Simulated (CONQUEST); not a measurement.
## GaAs under changes of volume

One of the cells (22.590 Å³/atom); the others are scaled copies at fixed shape and fractional positions:

```
As Ga
1.0
     3.99777    0.00000    0.00000
     0.00000    3.99777    0.00000
     0.00000    0.00000    5.65370
As Ga
2 2
Direct
  0.00000 0.50000 0.25000
  0.50000 0.00000 0.75000
  0.00000 0.00000 0.00000
  0.50000 0.50000 0.50000
```

- Program: CONQUEST 1.3
- Functional: PBEsol
- Potentials or basis: PseudoDojo NC PBEsol, DZP, grid of 40 × 40 × 60 points
- k mesh: 7 × 7 × 5
- Occupations: fermi-dirac, width 0.05 eV
- Spin: no spin polarisation

```tsv
volume (Å³/atom)	energy over the lowest point (meV/atom)	pressure (GPa)	gap on the mesh (eV)
21.234	?	?	?
21.686	14.69	4.0	0.82
22.138	5.64	2.4	0.65
22.590	0.76	1.0	0.48
23.041	0.00	-0.5	0.33
23.493	3.46	-1.9	0.18
23.945	10.21	-2.9	none
```

**Question.** What does the run at 21.234 Å³/atom give?

**Answer.** Energy over the lowest point 28.89 meV/atom; pressure 6.2 GPa; gap on the mesh 1.00 eV.

Worked out: A Birch-Murnaghan fit of order 3 (a polynomial in V^(-2/3)) to the other rows has its minimum at 22.89 Å³/atom with B0 = V·E''(V) = 71 GPa (rough, since the energies scatter). It gives 28.44 meV/atom at 21.234 Å³/atom, against the run's 28.89, and -dE/dV = 5.7 GPa, against 6.2.

Energies are extrapolated to zero smearing.

Caveats: the basis of atomic orbitals isn't converged, which shifts pressures, moduli and gaps; an odd mesh through Γ misses points on the zone boundary, where band edges often lie (some runs); the real-space grid breaks the cell's symmetry a little (some runs). Spin-orbit coupling on As, Ga is left out.

A gap of «none» marks a metal or a gap under the smearing width.
